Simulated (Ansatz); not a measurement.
**Infrared modes and screening in CdS (h-MgO type)**

Perturbation theory with PBEsol in the PAW code Ansatz on the PBEsol cell, ground state and force constants on a 6×6×4 mesh. Values at 0 K without nuclear motion; spin polarisation is off, and the phase may be a hypothetical one.

Space group P6_3/mmc (No. 194), hexagonal; a = 4.373 Å, c = 5.674 Å in the conventional setting, 23.50 Å³ an atom. Cd has 5 S at 2.52–2.84 Å; S has 5 Cd at 2.52–2.84 Å.

Space group P6_3/mmc (No. 194). a = 4.373 Å, b = 4.373 Å, c = 5.674 Å, α = 90.00°, β = 90.00°, γ = 120.00°

| atom | site | symmetry | x | y | z |
| --- | --- | --- | --- | --- | --- |
| Cd | 2c | -6m2 | 0.3333 | 0.6667 | 0.2500 |
| S | 2d | -6m2 | 0.6667 | 0.3333 | 0.2500 |

Optical modes without the longitudinal term (negative means imaginary):
```csv
ω (cm⁻¹),degeneracy,"IR intensity, summed over the level ((D/Å)²/amu)"
-74,1,14.37
56,1,0.00
60,2,0.00
203,1,0.00
252,2,18.89
265,2,0.00
```

One optical level at Γ is imaginary (74i cm⁻¹, printed negative). By the program's warning the force constants, and with them frequencies and ε⁰, aren't converged on this mesh, so whether the cell is unstable needs a finer one. Of the real levels 1 is infrared active, the strongest at 252 cm⁻¹.

ε∞: 6.79 along x and y, 7.31 along z. Born charges, averaged over directions: Cd +2.44, S -2.44 e.

For comparison, on the r2SCAN cell the mean ε∞ is 5.94 with r2SCAN (ground state on 6×6×4; least gap 1.48 eV), 6.74 with PBE (ground state on 6×6×4; least gap 1.00 eV).

Spin-orbit coupling is left out.
